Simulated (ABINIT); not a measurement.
# Ti (Im-3m) in ABINIT: a series of runs

One crystal, Ti, is run at these levels: LDA, PBEsol; tasks: optical spectrum, positron lifetime.

All numbers are computed with ABINIT 10.8.3 (patched build); they aren't measurements. Logs are shortened: lines on timing, memory, paths and dates and some standing lists are left out, and cuts for length are marked. The log counts tension as positive stress, the text compression.

### 1 Starting point

Symmetry: Im-3m, No. 229, cubic system. Conventional cell: a = 3.282 Å, b = 3.282 Å, c = 3.282 Å, α = 90.00°, β = 90.00°, γ = 90.00°. Ti (site symmetry m-3m) has 8 Ti at 2.84 Å as nearest neighbours.

This isn't the form of Ti at room conditions, which is hcp.

### 2 Optical spectrum, LDA

The input, run.abi:

```
# Datasets
ndtset 3

# Pseudopotentials
pp_dirpath "./"
pseudos "Ti.hgh"

# Structure
acell 3*1.0 Angstrom
rprim
    -1.6410000000     1.6410000000     1.6410000000
     1.6410000000    -1.6410000000     1.6410000000
     1.6410000000     1.6410000000    -1.6410000000
ntypat 1
znucl 22
natom 1
typat 1
xred
            0.0            0.0            0.0

# Plane-wave basis
ecut 870.764360 eV

# k points
ngkpt 14 14 14
nshiftk 2
shiftk
     0.2500000000     0.2500000000     0.2500000000
    -0.2500000000    -0.2500000000    -0.2500000000
istwfk *1

# Exchange and correlation
ixc 7

# Bands and occupations
occopt 7
tsmear 0.00734986

# SCF cycle
nstep 80

# Output
iomode 3
prteig 0
prtebands 0

# Dataset 1: ground state
nband1 6
tolvrs1 1.0e-12
prtden1 1
prtwf1 0
kptopt1 1

# Dataset 2: empty bands at fixed density
iscf2 -3
getden2 1
nband2 14
nbdbuf2 4
tolwfr2 1.0e-12
nstep2 120
prtden2 0
kptopt2 1

# Dataset 3: wave functions and velocity matrix elements in the full zone
optdriver3 8
wfk_task3 "wfk_optics_fullbz"
getwfk3 2
nband3 10
kptopt3 1
prtevk3 1
inclvkb3 2
```

The input, optic.abi:

```
&FILES
 ddkfile_1 = 'runo_DS3_1_EVK.nc',
 ddkfile_2 = 'runo_DS3_2_EVK.nc',
 ddkfile_3 = 'runo_DS3_3_EVK.nc',
 wfkfile = 'runo_DS3_WFK.nc'
/
&PARAMETERS
 broadening = 0.003675,
 domega = 0.002,
 maxomega = 0.8,
 scissor = 0.000000,
 tolerance = 0.002
/
&COMPUTATIONS
 num_lin_comp = 1,
 lin_comp = 11,
 num_nonlin_comp = 0
/
```

Potentials or basis: HGH LDA.

The run is started by

```console
abinit run.abi > log 2>&1
optic optic.abi > optic.log 2>&1
```

run.abo:

```text
.Version 10.8.3 of ABINIT
 DATASET    1 : space group Im -3 m (#229); Bravais cI (body-center cubic)
================================================================================
 Values of the parameters that define the memory need for DATASET  1.
     intxc =       0    ionmov =       0      iscf =       7    lmnmax =       6
     lnmax =       6     mgfft =      30  mpssoang =       3    mqgrid =    3001
     natom =       1  nloc_mem =       1    nspden =       1   nspinor =       1
    nsppol =       1      nsym =      48    n1xccc =       0    ntypat =       1
    occopt =       7   xclevel =       1
       mpw =        1048          nfft =       27000          nkpt =         168
================================================================================
================================================================================
[... 13 lines left out ...]
 DATASET    3 : space group Im -3 m (#229); Bravais cI (body-center cubic)
================================================================================
 Values of the parameters that define the memory need for DATASET  3.
     intxc =       0    ionmov =       0      iscf =       7    lmnmax =       6
     lnmax =       6     mgfft =      30  mpssoang =       3    mqgrid =    3001
     natom =       1  nloc_mem =       1    nspden =       1   nspinor =       1
    nsppol =       1      nsym =      48    n1xccc =       0    ntypat =       1
    occopt =       7   xclevel =       1
       mpw =        1048          nfft =       27000          nkpt =         168
================================================================================
================================================================================

--------------------------------------------------------------------------------
------------- Echo of variables that govern the present computation ------------
--------------------------------------------------------------------------------
 -outvars: echo values of preprocessed input variables --------
            acell      1.8897261259E+00  1.8897261259E+00  1.8897261259E+00 Bohr
              amu      4.78800000E+01
             ecut      3.20000000E+01 Hartree
           getden1          0
           getden2          1
           getden3          0
           getwfk1          0
           getwfk2          0
           getwfk3          2
             iscf1          7
             iscf2         -3
             iscf3          7
              ixc           7
           jdtset        1    2    3
                       outvar_i_n : Printing only first  50 k-points.
         kptrlatt       14    0   14      0   14   14    -14  -14    0
          kptrlen      8.68291360E+01
            natom           1
            nband1          6
            nband2         14
            nband3         10
           nbdbuf1          0
           nbdbuf2          4
           nbdbuf3          0
           ndtset           3
            ngfft          30      30      30
             nkpt         168
            nstep1         80
            nstep2        120
            nstep3         80
             nsym          48
           ntypat           1
                       prtocc : prtvol=0, do not print more k-points.
                       prtocc : prtvol=0, do not print more k-points.
                       prtocc : prtvol=0, do not print more k-points.
           occopt           7
        optdriver1          0
        optdriver2          0
        optdriver3          8
           prtden1          1
           prtden2          0
           prtden3          1
        prtebands           0
           prteig           0
           prtevk1          0
           prtevk2          0
           prtevk3          1
            prtwf1          0
            prtwf2          1
            prtwf3          1
            rprim     -1.6410000000E+00  1.6410000000E+00  1.6410000000E+00
                       1.6410000000E+00 -1.6410000000E+00  1.6410000000E+00
                       1.6410000000E+00  1.6410000000E+00 -1.6410000000E+00
           shiftk      5.00000000E-01  5.00000000E-01 -5.00000000E-01
          spgroup         229
           tolvrs1     1.00000000E-12
           tolvrs2     0.00000000E+00
           tolvrs3     0.00000000E+00
           tolwfr1     0.00000000E+00
           tolwfr2     1.00000000E-12
           tolwfr3     0.00000000E+00
           tsmear      7.34986000E-03 Hartree
            typat      1
         wfk_task1          0
         wfk_task2          0
         wfk_task3          7
                       outvars : Printing only first  50 k-points.
            znucl       22.00000

[... 178 lines left out ...]
 R(1)= -3.1010406  3.1010406  3.1010406  G(1)=  0.0000000  0.1612362  0.1612362
 R(2)=  3.1010406 -3.1010406  3.1010406  G(2)=  0.1612362  0.0000000  0.1612362
 R(3)=  3.1010406  3.1010406 -3.1010406  G(3)=  0.1612362  0.1612362  0.0000000
 Unit cell volume ucvol=  1.1928404E+02 bohr^3
 Angles (23,13,12)=  1.09471221E+02  1.09471221E+02  1.09471221E+02 degrees

 getcut: wavevector=  0.0000  0.0000  0.0000  ngfft=  30  30  30
         ecut(hartree)=     32.000   => boxcut(ratio)=   2.19338
--------------------------------------------------------------------------------

================================================================================

--- !BeginCycle
iteration_state: {dtset: 2, }
solver: {iscf: -3, nstep: 120, nline: 4, wfoptalg: 0, }
tolerances: {tolwfr: 1.00E-12, }
...

     iter   Etot(hartree)      deltaE(h)  residm     vres2
 Non-SCF case, kpt    1 ( -0.01786 -0.01786  0.05357), residuals and eigenvalues=
  8.55E-13  6.43E-13  2.40E-13  2.95E-13  6.71E-14  8.04E-14  3.24E-13  5.88E-13
  6.96E-14  2.49E-13  2.75E-12  7.38E-13  1.74E-10  1.35E-08
 -5.1698E-02  1.9911E-01  1.9911E-01  2.0192E-01  2.6586E-01  2.6586E-01
  8.4258E-01  8.4258E-01  8.4565E-01  1.0329E+00  1.0329E+00  1.0440E+00
  1.1055E+00  1.1055E+00
 prteigrs : prtvol=0 or 1, do not print more k-points.

--- !ResultsGS
iteration_state: {dtset: 2, }
comment   : Summary of ground state results
lattice_vectors:
- [ -3.1010406,   3.1010406,   3.1010406, ]
- [  3.1010406,  -3.1010406,   3.1010406, ]
- [  3.1010406,   3.1010406,  -3.1010406, ]
lattice_lengths: [   5.37116,    5.37116,    5.37116, ]
lattice_angles: [109.471, 109.471, 109.471, ] # degrees, (23, 13, 12)
lattice_volume:   1.1928404E+02
convergence: {deltae:  0.000E+00, res2:  0.000E+00, residm:  9.996E-13, diffor:  0.000E+00, }
etotal    :  -3.54770056E+00
entropy   :   0.00000000E+00
fermie    :   1.65241016E-01
cartesian_stress_tensor: null
pressure_GPa: null
xred      :
- [  0.0000E+00,   0.0000E+00,   0.0000E+00, Ti]
cartesian_forces: null
force_length_stats: {min: null, max: null, mean: null, }
...

 Integrated electronic density in atomic spheres:
 ------------------------------------------------
 Atom  Sphere_radius  Integrated_density
    1        2.00000          1.79644722
================================================================================

 ----iterations are completed or convergence reached----

 Mean square residual over all n,k,spin=   31.842E-14; max=  99.961E-14
 reduced coordinates (array xred) for    1 atoms
       0.000000000000      0.000000000000      0.000000000000

 cartesian coordinates (angstrom) at end:
    1      0.00000000000000     0.00000000000000     0.00000000000000
 length scales=  1.889726125908  1.889726125908  1.889726125908 bohr
              =  1.000000000000  1.000000000000  1.000000000000 angstroms
 Eigenvalues (hartree) for nkpt= 168  k points:
 kpt#   1, nband= 14, wtk=  0.00146, kpt= -0.0179 -0.0179  0.0536 (reduced coord)
  -0.05170    0.19911    0.19911    0.20192    0.26586    0.26586    0.84258    0.84258
   0.84565    1.03292    1.03292    1.04396    1.10549    1.10549
      occupation numbers for kpt#   1
   2.00000    0.00000    0.00000    0.00000    0.00000    0.00000    0.00000    0.00000
   0.00000    0.00000    0.00000    0.00000    0.00000    0.00000
 prteigrs : prtvol=0 or 1, do not print more k-points.

--- !EnergyTerms
iteration_state     : {dtset: 2, }
comment             : Components of total free energy in Hartree
kinetic             :  5.90579125725298E+00
hartree             :  1.10962370436575E-01
xc                  : -1.19781837428403E+00
Ewald energy        : -4.69420939751229E+00
psp_core            :  4.36900465452870E-01
local_psp           : -9.24060196489907E-01
non_local_psp       : -3.18346805287194E+00
internal            : -3.54590192801574E+00
'-kT*entropy'       : -1.79863544775437E-03
total_energy        : -3.54770056346349E+00
...

--- !EnergyTermsDC
iteration_state     : {dtset: 2, }
comment             : '"Double-counting" decomposition of free energy'
band_energy         :  4.57680524453801E-01
Ewald energy        : -4.69420939751229E+00
psp_core            :  4.36900465452870E-01
xc_dc               :  2.53726480318900E-01
internal            : -3.54590192728672E+00
'-kT*entropy'       : -1.79863544775437E-03
total_energy_dc     : -3.54770056273447E+00
...

================================================================================
== DATASET  3 ==================================================================

--- !DatasetInfo
iteration_state: {dtset: 3, }
dimensions: {natom: 1, nkpt: 168, mband: 10, nsppol: 1, nspinor: 1, nspden: 1, mpw: 1048, }
cutoff_energies: {ecut:  32.0, pawecutdg:  -1.0, }
electrons: {nelect:   4.00000000E+00, charge:   0.00000000E+00, occopt:   7.00000000E+00, tsmear:   7.34986000E-03, }
meta: {optdriver: 8, wfk_task: 7, }
...

 mkfilename : getwfk/=0, take file _WFK from output of DATASET   2.

 Exchange-correlation functional for the present dataset will be:
  LDA: Perdew-Wang 92 LSD fit to Ceperley-Alder data - ixc=7
  J.P.Perdew and Y.Wang, PRB 45, 13244 (1992)

--------------------------------------------------------------------------------

 Computation of velocity matrix elements (DDK)

 Parameters extracted from the Abinit header:
    ecut:     32.0
    nkpt:    5488
    mband:   14
    nsppol:  1
    nspinor: 1
    useylm:  0
    inclvkb: 2
    bmin: 1, bmax: 14
    Computing diagonal and off-diagonal matrix elements
    Between band index bmin: 1, bmax: 14

== END DATASET(S) ==============================================================
================================================================================

 -outvars: echo values of variables after computation  --------
            acell      1.8897261259E+00  1.8897261259E+00  1.8897261259E+00 Bohr
           etotal1    -3.5477005627E+00
           etotal2    -3.5477005627E+00
           etotal3     0.0000000000E+00
            fcart1    -0.0000000000E+00 -0.0000000000E+00 -0.0000000000E+00
            fcart3     0.0000000000E+00  0.0000000000E+00  0.0000000000E+00
            rprim     -1.6410000000E+00  1.6410000000E+00  1.6410000000E+00
                       1.6410000000E+00 -1.6410000000E+00  1.6410000000E+00
                       1.6410000000E+00  1.6410000000E+00 -1.6410000000E+00
           strten1     4.7757731322E-04  4.7757731322E-04  4.7757731322E-04
                       0.0000000000E+00  0.0000000000E+00  0.0000000000E+00
           strten3     0.0000000000E+00  0.0000000000E+00  0.0000000000E+00
                       0.0000000000E+00  0.0000000000E+00  0.0000000000E+00
 Calculation completed.
```

It took 99 s on 1 thread of Arm Neoverse V1, shared host; peak memory 1.5 GiB.

What came out:

| Item | Value |
| --- | --- |
| Free energy | -96.5379 eV |

Dielectric function (mean over the directions given):
| energy (eV) | real part | imaginary part |
| --- | --- | --- |
| 0.33 | 18.40 | 104.61 |
| 0.98 | 2.02 | 9.40 |
| 1.63 | 10.45 | 9.74 |
| 2.29 | 11.07 | 15.27 |
| 2.94 | 6.07 | 17.11 |
| 3.70 | -8.99 | 16.06 |
| 4.35 | -6.18 | 5.81 |
| 5.01 | -3.41 | 3.90 |
| 5.66 | -1.22 | 2.45 |
| 6.31 | -1.37 | 4.14 |
| 7.08 | -2.43 | 2.27 |
| 7.73 | -1.57 | 1.30 |
| 8.38 | -0.13 | 0.76 |
| 9.03 | 1.00 | 2.37 |
| 9.69 | -0.24 | 3.09 |
| 10.45 | -0.67 | 2.15 |
| 11.10 | -0.83 | 1.42 |
| 11.76 | -0.78 | 1.13 |
| 12.41 | -0.53 | 1.07 |
| 13.06 | -0.24 | 0.72 |
| 13.82 | -0.13 | 0.77 |
| 14.48 | -0.28 | 0.82 |
| 15.13 | -0.30 | 0.45 |
| 15.78 | -0.05 | 0.27 |
| 16.44 | 0.04 | 0.28 |
| 17.20 | 0.26 | 0.22 |
| 17.85 | 0.25 | 0.26 |
| 18.50 | 0.24 | 0.17 |
| 19.16 | 0.43 | 0.13 |
| 19.92 | 0.44 | 0.10 |

Caveat: the cutoff is too short for stress, so the log's stress isn't used; the intraband (Drude) term is left out; spectra need much finer meshes, so this one isn't converged; independent-particle spectra lack excitons; HGH potentials are hard and often keep d shells in the core, so these values are rough.

(Continued in part 2 of 2.)
